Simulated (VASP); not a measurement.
# TiSe2 in VASP: a series of runs, part 3 of 3

VASP 6.6.1. Earlier steps stand in the parts before.

## 4. Relaxation of cell and atoms, PBEsol

The COD entry that gives the cell may itself be a prediction, so a difference from it is no test against experiment.

This run uses another cell than the first one, of 72.70 Å³/atom, 1.020 times its volume.

INCAR reads:

```
SYSTEM = TiSe2
PREC     = Accurate       ! precision mode
ENCUT    = 600            ! plane-wave cutoff, eV
EDIFF    = 1E-7           ! SCF threshold, eV
ISMEAR   = 0              ! smearing method
SIGMA    = 0.03           ! smearing width, eV
LREAL    = .False.        ! projectors in reciprocal space
LASPH    = .True.         ! aspherical terms in the spheres
NELM     = 80             ! most SCF steps
ALGO     = Normal         ! electronic algorithm
ISIF     = 3              ! what is computed and relaxed
LWAVE    = .False.        ! write WAVECAR
LCHARG   = .False.        ! write CHGCAR
GGA      = PS             ! functional
IBRION   = 2              ! ionic algorithm
NSW      = 90             ! ionic steps
EDIFFG   = -0.005         ! ionic threshold
LATTICE_CONSTRAINTS= .TRUE. .TRUE. .FALSE.
```

KPOINTS reads:

```
Automatic mesh
0
Gamma
  12 12 1
  0 0 0
```

POSCAR reads:

```
TiSe2                                   
1.0
    3.4577750359     -0.0000000000      0.0000000000
   -1.7288875180      2.9945210237      0.0000000000
    0.0000000000      0.0000000000     21.0644416000
  Se              Ti            
     2     1
Direct
     0.6666666699999979    0.3333333300000021    0.4259384533019952
     0.3333333300000021    0.6666666699999979    0.5740615466980047
     0.0000000000000000    0.0000000000000000    0.5000000000000000
```

Potentials or basis: VASP PAW PBE potentials, release 64 (Se, Ti_sv).

The run is started by

```bash
$ cat potpaw_PBE.64/Se/POTCAR potpaw_PBE.64/Ti_sv/POTCAR > POTCAR
$ mpirun -np 1 vasp_std > vasp.out
```

OUTCAR:

```text
SYSTEM = TiSe2
   PREC = Accurate
   ENCUT = 600
   EDIFF = 1E-7
   ISMEAR = 0
   LREAL = .False.
   LASPH = .True.
   NELM = 80
   ISIF = 3
   GGA = PS
   IBRION = 2
   NSW = 90
   EDIFFG = -0.005

 ion  position               nearest neighbor table
   1  0.667  0.333  0.426-   3 2.53   3 2.53   3 2.53
   2  0.333  0.667  0.574-   3 2.53   3 2.53   3 2.53
   3  0.000  0.000  0.500-   1 2.53   2 2.53   1 2.53   2 2.53   1 2.53   2 2.53

  LATTYP: Found a hexagonal cell.
 ALAT       =     3.4577750359
 C/A-ratio  =     6.0919063216

  Lattice vectors:

 A1 = (   3.4577750359,   0.0000000000,   0.0000000000)
 A2 = (  -1.7288875180,   2.9945210237,   0.0000000000)
 A3 = (   0.0000000000,   0.0000000000,  21.0644416000)

Analysis of symmetry for initial positions (statically):
=====================================================================
 Subroutine PRICEL returns:
 Original cell was already a primitive cell.

 Routine SETGRP: Setting up the symmetry group for a
 hexagonal supercell.

 Subroutine GETGRP returns: Found 12 space group operations
 (whereof 12 operations were pure point group operations)
 out of a pool of 24 trial point group operations.

The static configuration has the point symmetry D_3d.

Analysis of symmetry for dynamics (positions and initial velocities):
=====================================================================
 Subroutine PRICEL returns:
 Original cell was already a primitive cell.

 Routine SETGRP: Setting up the symmetry group for a
 hexagonal supercell.

 Subroutine GETGRP returns: Found 12 space group operations
 (whereof 12 operations were pure point group operations)
 out of a pool of 24 trial point group operations.

The dynamic configuration has the point symmetry D_3d.

 Subroutine INISYM returns: Found 12 space group operations
 (whereof 12 operations are pure point group operations),
[... 167 lines left out ...]
     -0.00000      1.99635     12.09229         0.000000     -0.000000      0.004408
      0.00000      0.00000     10.53222         0.000000      0.000000     -0.000000
 -----------------------------------------------------------------------------------
    total drift:                               -0.000000     -0.000000      0.000000

  FREE ENERGIE OF THE ION-ELECTRON SYSTEM (eV)
  ---------------------------------------------------
  free  energy   TOTEN  =       -19.3761578191 eV

  energy  without entropy=      -19.3757142653  energy(sigma->0) =      -19.37593604

--------------------------------------- Ionic step        2  -------------------------------------------

 number of electron      24.0000000 magnetization

 Free energy of the ion-electron system (eV)
  ---------------------------------------------------
  ext. energy  EPLUGINS =         0.00000000
  ---------------------------------------------------
  free energy    TOTEN  =       -19.37616064 eV

  energy without entropy =      -19.37571701  energy(sigma->0) =      -19.37593883

 E-fermi :  -2.3871     XC(G=0):  -3.4592

 val. band max:       -2.4076825274   @ k =   0.4167   0.0000   0.0000
 cond. band min:      -2.3006884218   @ k =   0.0833   0.0000   0.0000
 fundamental gap:      0.1069941056
 Fermi energy:        -2.3871286767

 k-point     1 :       0.0000    0.0000    0.0000
  band No.  band energies     occupation
      1     -59.5961      2.00000
      2     -35.9369      2.00000
      3     -35.9117      2.00000
      4     -35.9117      2.00000
      5     -16.1822      2.00000
      6     -15.2436      2.00000
[... 338 lines left out ...]
      3     -35.9900      2.00000
      4     -35.9085      2.00000
      5     -14.4510      2.00000
      6     -14.4510      2.00000
[... 8 lines left out ...]
     15      -0.8073      0.00000
     16       0.7475      0.00000

------------------------ aborting loop because EDIFF is reached ----------------------------------------

  FORCE on cell =-STRESS in cart. coord.  units (eV):
  Direction    XX          YY          ZZ          XY          YZ          ZX
  --------------------------------------------------------------------------------------
  -------------------------------------------------------------------------------------
  Total       -0.0083845     -0.0083845     -0.0174371      0.0000000     -0.0000000      0.0000000
  in kB       -0.0615525     -0.0615525     -0.1280089      0.0000000     -0.0000000      0.0000000
  external PRESSURE =      -0.0837046 kB  Pullay stress =       0.0000000 kB

 VOLUME and BASIS-vectors are now :
 -----------------------------------------------------------------------------
  energy-cutoff  :      600.00
  volume of cell :      218.24
      direct lattice vectors                 reciprocal lattice vectors
     3.458850031 -0.000000000  0.000000000     0.289113431  0.166919717  0.000000000
    -1.729425016  2.995451997  0.000000000     0.000000000  0.333839434  0.000000000
     0.000000000  0.000000000 21.064441600     0.000000000  0.000000000  0.047473369

 POSITION                                       TOTAL-FORCE (eV/Angst)
 -----------------------------------------------------------------------------------
      1.72943      0.99848      8.97194        -0.000000     -0.000000      0.002879
     -0.00000      1.99697     12.09250         0.000000      0.000000     -0.002879
      0.00000     -0.00000     10.53222        -0.000000      0.000000      0.000000
 -----------------------------------------------------------------------------------
    total drift:                                0.000000     -0.000000      0.000000

  FREE ENERGIE OF THE ION-ELECTRON SYSTEM (eV)
  ---------------------------------------------------
  free  energy   TOTEN  =       -19.3761606395 eV

  energy  without entropy=      -19.3757170121  energy(sigma->0) =      -19.37593883

 reached required accuracy - stopping structural energy minimisation
```

OSZICAR:

```text
N       E                     dE             d eps       ncg     rms          rms(c)
DAV:   1     0.178659115476E+03    0.17866E+03   -0.11743E+04   752   0.132E+03
DAV:   2     0.315432542481E+01   -0.17550E+03   -0.17404E+03   776   0.287E+02
DAV:   3    -0.210488550687E+02   -0.24203E+02   -0.23641E+02  1072   0.957E+01
DAV:   4    -0.222764695231E+02   -0.12276E+01   -0.12269E+01   840   0.212E+01
[... 26 lines left out ...]
DAV:   4    -0.193761597226E+02    0.15110E-04   -0.12764E-04   760   0.948E-02    0.574E-03
DAV:   5    -0.193761604447E+02   -0.72212E-06   -0.50672E-06   776   0.169E-02    0.467E-03
DAV:   6    -0.193761607021E+02   -0.25738E-06   -0.15473E-06   944   0.754E-03    0.246E-03
DAV:   7    -0.193761605521E+02    0.14995E-06   -0.50025E-07   720   0.497E-03    0.735E-04
DAV:   8    -0.193761606395E+02   -0.87390E-07   -0.12055E-07   456   0.249E-03
   2 F= -.19376161E+02 E0= -.19375939E+02  d E =-.282042E-05
```

Run time: 3 min. Hardware: 1 thread of Intel Xeon Platinum 8259CL at 2.50GHz (Skylake/Cascade Lake), shared host; peak memory 0.43 GiB.

Results:

* Free energy: -19.3762 eV
* Relaxed volume: 72.75 Å³/atom
* Relaxed cell: a = 3.459 Å, b = 3.459 Å, c = 21.064 Å, α = 90.00°, β = 90.00°, γ = 120.00°
* Space group after relaxing (to 0.05 Å): P-3m1 (No. 164)
* Energy gained by relaxing: 0.0 meV/atom
* Ionic steps: 2
* Band gap on the k mesh: none (metal or under the smearing width)

Forces on the atoms (eV/Å):
```
Se   0.000  0.000  0.003
Se   0.000  0.000 -0.003
Ti   0.000  0.000  0.000
```

Final structure:
```
Se Ti
1.0
     3.45885    0.00000    0.00000
    -1.72943    2.99545    0.00000
     0.00000    0.00000   21.06444
Se Ti
2 1
Direct
  0.66667 0.33333 0.42593
  0.33333 0.66667 0.57407
  0.00000 0.00000 0.50000
```

Levels at points of the mesh, in eV from the Fermi level:
| k point | band 10 | band 11 | band 12 | band 13 | band 14 | band 15 |
| --- | --- | --- | --- | --- | --- | --- |
| (0.00, 0.00, 0.00) | -1.53 | 0.57 | 0.57 | 0.72 | 0.72 | 0.81 |
| (0.50, 0.00, 0.00) | -2.24 | -1.91 | -0.91 | -0.07 | 1.57 | 1.98 |

Caveat: the PAW data sets were made with another functional, which shifts forces and pressure a little.
